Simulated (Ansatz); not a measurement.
Rows from a G0W0 calculation on MoSeS (layered bulk) (P6_3mc) (Ansatz 0.2.0; G0W0 on PBE, plane waves, PAW; PAW set soft_1; 9×9×2 mesh, 461 empty bands, screening to 150 eV, PAW set soft_1 files), in eV. Spin-orbit coupling is left out.

The structure was built from a prototype and need not be the compound's stable phase.

| row | k | band | start | Σx | Σc at the solution | Vxc |
| --- | --- | --- | --- | --- | --- | --- |
| A | Γ | v1 | 12.149 | -19.660 | 0.364 | -19.219 |
| B | Γ | c1 | 14.359 | -13.918 | -4.363 | -18.552 |
| C | (0.111, 0.222, 0.000) | c1 | 12.939 | -13.744 | -3.836 | -17.814 |
| D | (0.111, 0.222, 0.000) | v1 | 10.859 | -19.342 | 1.318 | -17.840 |
| E | Γ | v2 | 11.450 | -18.406 | 1.357 | -16.698 |
| F | (0.111, 0.222, 0.000) | c2 | 13.734 | -14.595 | -4.320 | -19.214 |

Give the quasiparticle energies and the shift of each level.

The quasiparticle equation reads E = start + Σx + Σc(E) − Vxc.

| row | E (eV) | shift (eV) |
| --- | --- | --- |
| A | 12.073 | −0.077 |
| B | 14.630 | +0.272 |
| C | 13.173 | +0.234 |
| D | 10.675 | −0.184 |
| E | 11.099 | −0.351 |
| F | 14.033 | +0.299 |

The gap over the computed points goes from 0.79 eV to 1.10 eV.

Limits: not at the basis limit; no spin-orbit coupling.

[Runs of the session that timed out or met a known fault of the program may be left out.]

[Cells called generated may have been cut or substituted from an entry of the Crystallography Open Database or the Materials Project.]

[Hosts, paths, dates, database ids (printed as entryN), source tags and the programs' standing remarks are cut or masked in the printed files.]
